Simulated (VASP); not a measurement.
Runs of VASP 6.6.1 on Cs2SnI6. It takes space group Fm-3m (No. 225, cubic). Conventional cell: a = 11.644 Å, b = 11.644 Å, c = 11.644 Å, α = 90.00°, β = 90.00°, γ = 90.00°. Around Cs (site symmetry -43m) lie 12 I at 4.12 Å. Sn (site symmetry m-3m) has 6 I at 2.89 Å as nearest neighbours. I (site symmetry 4mm) is surrounded by 1 Sn at 2.89 Å. 

| level | potentials or basis | k mesh | cutoff (eV) | gap on the mesh (eV) | pressure (GPa) | relaxed volume (Å³/atom) | largest force (eV/Å) |
| --- | --- | --- | --- | --- | --- | --- | --- |
| PBE+D3(BJ) | VASP PAW PBE potentials, release 64 (Cs_sv, Sn_d, I) | 6 × 6 × 6 | 600 | none | 0.0 | - | - |
| PBEsol | VASP PAW PBE potentials, release 64 (Cs_sv, Sn_d, I) | 6 × 6 × 6 | 600 | none | 0.0 | 43.08 | 0.01 |
| LDA | VASP PAW LDA potentials, release 64 (Cs_sv, Sn_d, I) | 6 × 6 × 6 | 600 | none | 0.0 | 40.04 | 0.01 |
| PBE | VASP PAW PBE potentials, release 64 (Cs_sv, Sn, I) | 3 × 3 × 3 | 300 | (a) | 0.0 | 48.48 | - |

Alike in all rows: task relaxation of cell and atoms; no spin polarisation; cell relaxed; smearing gaussian 0.03 eV.

**Question.** Estimate the missing entries.

**Answer.** (a) 0.27.

Caveats: the relaxation stopped at its first step, so nothing moved (some runs); pairwise dispersion overbinds metals, which lowers pressure and volume (some runs); the PAW data sets were made with another functional, which shifts forces and pressure a little (some runs); spin-orbit coupling is left out, which moves the levels of the heavy elements (some runs).

A k mesh can miss the band edges, and the runs leave out spin-orbit coupling on Cs, I, Sn.

A gap of «none» marks a metal or a gap under the smearing width.

The runs don't all hold the same shells in valence.
